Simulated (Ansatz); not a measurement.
# AlP: the cost of one run

Method: DFT PBE, scalar-relativistic, plane waves, PAW, in Ansatz 0.2.0.

The COD entry's cell or inner coordinates are ideal or old and differ from later refinements, so a difference from it is no clean test against experiment.

### Step 1. The system as given

Symmetry: Pmm2, No. 25, orthorhombic system. The conventional cell has a = 3.854 Å, b = 3.854 Å, c = 32.265 Å, α = 90.00°, β = 90.00°, γ = 90.00°. P (site symmetry mm2) has 2 Al at 2.36 Å as nearest neighbours. Around Al (site symmetry mm2) lie 4 P at 2.36 Å. Around P (site symmetry mm2) lie 4 Al at 2.36 Å. Only part of the 10 independent sites is listed.

Coordinates:

```cif
data_structure
_symmetry_space_group_name_H-M 'Pmm2'
_symmetry_Int_Tables_number 25
_cell_length_a 3.8544
_cell_length_b 3.8544
_cell_length_c 32.2647
_cell_angle_alpha 90.000
_cell_angle_beta 90.000
_cell_angle_gamma 90.000
_cell_volume 479.35
loop_
_atom_site_label
_atom_site_type_symbol
_atom_site_symmetry_multiplicity
_atom_site_Wyckoff_symbol
_atom_site_fract_x
_atom_site_fract_y
_atom_site_fract_z
_atom_site_occupancy
P1 P 1 b 0.00000 0.50000 0.30994 1
Al1 Al 1 d 0.50000 0.50000 0.35217 1
P2 P 1 c 0.50000 0.00000 0.39441 1
Al2 Al 1 a 0.00000 0.00000 0.43665 1
P3 P 1 b 0.00000 0.50000 0.47888 1
Al3 Al 1 d 0.50000 0.50000 0.52112 1
P4 P 1 c 0.50000 0.00000 0.56335 1
Al4 Al 1 a 0.00000 0.00000 0.60559 1
P5 P 1 b 0.00000 0.50000 0.64783 1
Al5 Al 1 d 0.50000 0.50000 0.69006 1
```

Slab cut from the bulk at the bulk's listed lattice constants, lower half held.

### Step 2. Relaxing the atoms

input.yaml reads:

```yaml
crystal:
  lattice:
    - [3.85443906, 0.0, 0.0]
    - [0.0, 3.85443906, 0.0]
    - [0.0, 0.0, 32.264749988]
  atoms:
    - { symbol: P, position: [0.0, 0.5, 0.3099357659] }
    - { symbol: Al, position: [0.5, 0.5, 0.3521722613] }
    - { symbol: P, position: [0.5, 0.0, 0.3944087568] }
    - { symbol: Al, position: [0.0, 0.0, 0.4366452522] }
    - { symbol: P, position: [0.0, 0.5, 0.4788817476] }
    - { symbol: Al, position: [0.5, 0.5, 0.5211182524] }
    - { symbol: P, position: [0.5, 0.0, 0.5633547478] }
    - { symbol: Al, position: [0.0, 0.0, 0.6055912432] }
    - { symbol: P, position: [0.0, 0.5, 0.6478277387] }
    - { symbol: Al, position: [0.5, 0.5, 0.6900642341] }
basis:
  ecutwfc: 420.0
  fft_grid_basis: typed
kpoints:
  mp_grid: { grid: [7, 7, 1] }
hamiltonian:
  xc: pbe
scf:
  occupations: { method: gaussian, width: 0.05 }
output:
  forces: true
  eigenvalues: true
efield:
  axis: 3
  dipole_correction: true
  ramp_width: 0.04
relax:
  adjacent_minimum: "off"
  f_tol: 0.04
  max_steps: 40
  constraints: [{ sites: [0, 1, 2, 3, 4] }]
```

Command:

```
> ansatz run input.yaml --threads 1 --pin off --max-ram 2211MiB --backend cpu --events-out ev --progress --plain --runs-dir out
```

Q: Estimate wall time and peak memory on 1 thread of AMD EPYC 7R43 (Zen 3), shared host.

About 89 s, with a peak of 0.65 GiB.
